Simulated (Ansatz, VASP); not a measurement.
# SiC: VASP beside Ansatz

```xyz
2
Lattice="0.0000 2.1740 2.1740 2.1740 0.0000 2.1740 2.1740 2.1740 0.0000" Properties=species:S:1:pos:R:3 pbc="T T T"
Si    0.0000    0.0000    0.0000
C     3.2610    3.2610    3.4860
```

Change from the starting cell: all C atoms moved +0.225 Å, as atom 2 along Cartesian [0 0 1].

Alike in both runs: task single point; functional r2SCAN; k mesh 12 × 12 × 12; occupations gaussian, width 0.05 eV; no spin polarisation.

|  | VASP | Ansatz |
| --- | --- | --- |
| version | VASP 6.6.1 | Ansatz 0.2.0 |
| potentials or method | VASP PAW PBE potentials, release 64 (Si, C) | scalar-relativistic, plane waves, PAW |
| plane-wave cutoff (eV) | 520 | 500 |
| valence electrons in the cell | 8 | 8 |

```csv
,VASP,Ansatz,Ansatz less VASP
gap on the k mesh at the Fermi level (eV),0.66,0.66,-0.007
least direct gap on the mesh (eV),4.53,4.51,-0.014
pressure (GPa),7.2,7.4,+0.27
largest component of the traceless stress (GPa),14.55,14.69,+0.145
rms of the force components (eV/Å),2.426,2.432,+0.0060
```

Atom by atom the forces differ by 0.006 eV/Å (rms over components). With one functional, cell and mesh, what is left measures potentials, basis and numerics.

Caveats: the PAW data sets were made with another functional, which shifts forces and pressure a little (VASP). A k mesh can miss the band edges.
